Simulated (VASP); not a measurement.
BaHfO$_{3}$ in VASP 6.6.1, single-point calculation

INCAR

```
LREAL = .FALSE.
NSW = 0
LDAU = .TRUE.
GGA = PE
NELM = 80
LASPH = .TRUE.
LMAXMIX = 4
LCHARG = .FALSE.
PREC = Accurate
LWAVE = .FALSE.
SIGMA = 0.02
ENCUT = 600
EDIFF = 1E-7
LDAUTYPE = 2
LDAUJ = 0 0 0
ISIF = 2
IBRION = -1
LDAUU = 0 5.0 0
LDAUL = -1 2 -1
ISMEAR = -1
NBANDS = 31
```

KPOINTS

```
KPOINTS created by Atomic Simulation Environment
0
Gamma
6 6 6
0 0 0
```

POSCAR

```
Ba Hf O
 1.0000000000000000
     4.0517470077000004    0.0000000000000000    0.0000000000000000
     0.0000000000000000    4.0517470077000004    0.0000000000000000
     0.0000000000000000    0.0000000000000000    4.2469267410000002
 Ba  Hf  O
   1   1   3
Cartesian
  0.0000000000000000  0.0000000000000000  0.0000000000000000
  2.0258735038500002  2.0258735038500002  2.1234633705000001
  2.0258735038500002  2.0258735038500002  0.0000000000000000
  2.0258735038500002  0.0000000000000000  2.1234633705000001
  0.0000000000000000  2.0258735038500002  2.1234633705000001
```

The recommended PBE PAW datasets give the neutral cell 38 valence electrons.

Command

```
mpirun -np 1 vasp_std
```

OSZICAR

```
N       E                     dE             d eps       ncg     rms          rms(c)
DAV:   1     0.229564761363E+03    0.22956E+03   -0.22520E+04  2480   0.134E+03
DAV:   2    -0.347835241460E+02   -0.26435E+03   -0.25349E+03  3036   0.311E+02
DAV:   3    -0.476881049316E+02   -0.12905E+02   -0.12828E+02  3297   0.609E+01
DAV:   4    -0.478737875974E+02   -0.18568E+00   -0.18550E+00  3112   0.683E+00
DAV:   5    -0.478782604565E+02   -0.44729E-02   -0.44727E-02  3066   0.861E-01    0.663E+01
DAV:   6    -0.403533505820E+02    0.75249E+01   -0.26173E+01  2755   0.300E+01    0.553E+01
DAV:   7    -0.402158278587E+02    0.13752E+00   -0.15967E+00  3064   0.726E+00    0.360E+01
DAV:   8    -0.402293530781E+02   -0.13525E-01   -0.37040E-01  3074   0.447E+00    0.107E+01
DAV:   9    -0.401960325427E+02    0.33321E-01   -0.93580E-02  2946   0.201E+00    0.387E+00
DAV:  10    -0.401963498213E+02   -0.31728E-03   -0.85555E-03  3022   0.573E-01    0.835E-01
DAV:  11    -0.401962716029E+02    0.78218E-04   -0.55496E-04  2980   0.136E-01    0.978E-02
DAV:  12    -0.401963043968E+02   -0.32794E-04   -0.38521E-05  3031   0.392E-02    0.231E-02
DAV:  13    -0.401963118865E+02   -0.74896E-05   -0.10995E-05  3126   0.193E-02    0.107E-02
DAV:  14    -0.401963122816E+02   -0.39517E-06   -0.95017E-07  3372   0.598E-03    0.382E-03
DAV:  15    -0.401963123172E+02   -0.35558E-07   -0.31998E-07  3067   0.404E-03
   1 F= -.40196312E+02 E0= -.40196312E+02  d E =-.506379E-12
```

Standard output (part)

```
POSCAR found type information on POSCAR BaHfO
 POSCAR found :  3 types and       5 ions
 LDA part: xc-table for (Slater+PW92), standard interpolation
 POSCAR, INCAR and KPOINTS ok, starting setup
 WAVECAR not read
 entering main loop
```

From OUTCAR

```
k-points           NKPTS =     40   k-points in BZ     NKDIM =     40   number of bands    NBANDS=     31

   NELECT =      38.0000    total number of electrons

   dimension x,y,z NGX =    32 NGY =   32 NGZ =   36
   dimension x,y,z NGXF=    64 NGYF=   64 NGZF=   72

  energy-cutoff  :      600.00
  volume of cell :       69.72
      direct lattice vectors                 reciprocal lattice vectors
     4.051747008  0.000000000  0.000000000     0.246807118  0.000000000  0.000000000
     0.000000000  4.051747008  0.000000000     0.000000000  0.246807118  0.000000000
     0.000000000  0.000000000  4.246926741     0.000000000  0.000000000  0.235464387

 k-points in reciprocal lattice and weights: KPOINTS created by Atomic Simulation Env
   0.00000000  0.00000000  0.00000000       0.005
   0.16666667  0.00000000  0.00000000       0.019
   0.33333333  0.00000000  0.00000000       0.019
   0.50000000  0.00000000  0.00000000       0.009
   0.16666667  0.16666667  0.00000000       0.019
   0.33333333  0.16666667  0.00000000       0.037
   0.50000000  0.16666667  0.00000000       0.019
   0.33333333  0.33333333  0.00000000       0.019
   ...

 E-fermi :   3.4186

 k-point     1 :       0.0000    0.0000    0.0000
  band No.  band energies     occupation
      1     -26.5086      2.00000
      2     -26.5086      2.00000
      3     -26.4871      2.00000
      4     -22.2931      2.00000
      5     -14.0111      2.00000
      6     -13.4269      2.00000
      7     -13.1785      2.00000
      8      -7.5361      2.00000
      9      -7.4134      2.00000
     10      -7.4134      2.00000
     11       1.0077      2.00000
     12       1.2328      2.00000
     13       1.2328      2.00000
     14       1.7203      2.00000
     15       1.8873      2.00000
     16       1.8873      2.00000
     17       2.5684      2.00000
     18       2.6890      2.00000
     19       2.6890      2.00000
     20       7.1808      0.00000
     21       7.1808      0.00000
     22       7.3528      0.00000
     23       7.4778      0.00000
     24       7.7728      0.00000
     25       8.9473      0.00000
     26      12.1010      0.00000
     27      12.1607      0.00000
     28      12.3006      0.00000
     29      12.3006      0.00000
     30      12.6960      0.00000
     31      16.7104      0.00000

 k-point     2 :       0.1667    0.0000    0.0000
  band No.  band energies     occupation
      1     -26.5530      2.00000
      2     -26.5071      2.00000
      3     -26.4856      2.00000
      4     -22.2675      2.00000
      5     -13.9605      2.00000
      6     -13.3090      2.00000
      7     -13.1770      2.00000
      8      -7.5083      2.00000
      9      -7.3836      2.00000
     10      -7.3545      2.00000
     11       0.7148      2.00000
     12       0.9118      2.00000
     13       1.1688      2.00000
     14       1.4876      2.00000
     15       1.6128      2.00000
     16       1.6262      2.00000
     17       2.0339      2.00000
     18       2.4638      2.00000
     19       2.5785      2.00000
     20       7.3479      0.00000
     21       7.8677      0.00000
     22       7.8683      0.00000
     23       8.1476      0.00000
     24       8.2797      0.00000
     25       9.5407      0.00000
     26      11.8189      0.00000
     27      12.1956      0.00000
     28      12.3203      0.00000
     29      12.3446      0.00000
     30      13.3555      0.00000
     31      16.6531      0.00000

 ...

  Total       10.3442163     10.3442163      3.7421767      0.0000000     -0.0000000      0.0000000
  in kB      237.7107189    237.7107189     85.9954474      0.0000000     -0.0000000      0.0000000
  external PRESSURE =     187.1389617 kB  Pullay stress =       0.0000000 kB

 POSITION                                       TOTAL-FORCE (eV/Angst)
 -----------------------------------------------------------------------------------
      0.00000      0.00000      0.00000         0.000000      0.000000      0.000000
      2.02587      2.02587      2.12346         0.000000      0.000000      0.000000
      2.02587      2.02587      0.00000         0.000000      0.000000      0.000000
      2.02587      0.00000      2.12346         0.000000      0.000000      0.000000
      0.00000      2.02587      2.12346         0.000000      0.000000      0.000000
 -----------------------------------------------------------------------------------
    total drift:                                0.000000     -0.000000     -0.000000

  FREE ENERGIE OF THE ION-ELECTRON SYSTEM (eV)
  ---------------------------------------------------
  free  energy   TOTEN  =       -40.1963123172 eV

  energy  without entropy=      -40.1963123172  energy(sigma->0) =      -40.19631232
```

It converged. Results: gap between bands v and c on the k mesh 4.24 eV; least direct gap on the k mesh 4.49 eV; pressure 18.7 GPa. Band v is the last that the valence electrons fill when counted band by band, and c is the next.

For comparison, a separate PBE run of the intended cell, on usual settings and not on those above, gives a gap of 3.51 eV on its mesh and a pressure of 11.9 GPa.

The run above took about 67 s on one core of a shared host (Intel Xeon Platinum 8488C) and held 0.26 GiB at most.
